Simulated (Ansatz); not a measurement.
**Mn3Si in Ansatz: convergence with xc grid**

Input of the first run (xc grid 1); the others differ in this setting and in those tied to it:

input.yaml

```yaml
crystal:
  lattice:
    - [0.0, 2.861, 2.861]
    - [2.861, 0.0, 2.861]
    - [2.861, 2.861, 0.0]
  atoms:
    - { symbol: Mn, position: [0.75, 0.75, 0.75], spin: 4.0 }
    - { symbol: Mn, position: [0.25, 0.25, 0.25], spin: 4.0 }
    - { symbol: Mn, position: [0.5, 0.5, 0.5], spin: 4.0 }
    - { symbol: Si, position: [0.0, 0.0, 0.0] }
hamiltonian:
  xc: lda
  pseudopotentials: { kind: paw, source: jth, xc_functional: pbe }
magnetization:
  spin_polarized: true
kpoints:
  mp_grid: { grid: [7, 7, 7] }
scf:
  occupations: { method: gaussian, width: 0.1 }
output:
  forces: true
  stress: true
  eigenvalues: true
basis:
  xc_grid: 1
```

Potentials or basis: JTH PAW.

The run is started by

```bash
$ ansatz run input.yaml --threads 2 --pin off --max-ram 5632MiB --backend cpu --events-out ev --progress --plain --runs-dir out
```

Hardware: 2 threads of Arm Neoverse V2, with other jobs on the host.

```tsv
xc grid	energy less the tightest run, at zero smearing (meV/atom)	SCF cycles	CPU time (s)	peak memory (GiB)
1	0.00	18	25	0.66
2	0.00	18	26	0.68
3	0.00	18	26	0.71
4	0.00	18	28	0.85
5	0.00	18	30	1.1
```

Against the tightest run, the energy stays within 1 meV/atom from 1 on. The tightest run that finished is the yardstick and may itself not be fully converged.

Caveat, for the tightest run too: the starting moments weren't kept.
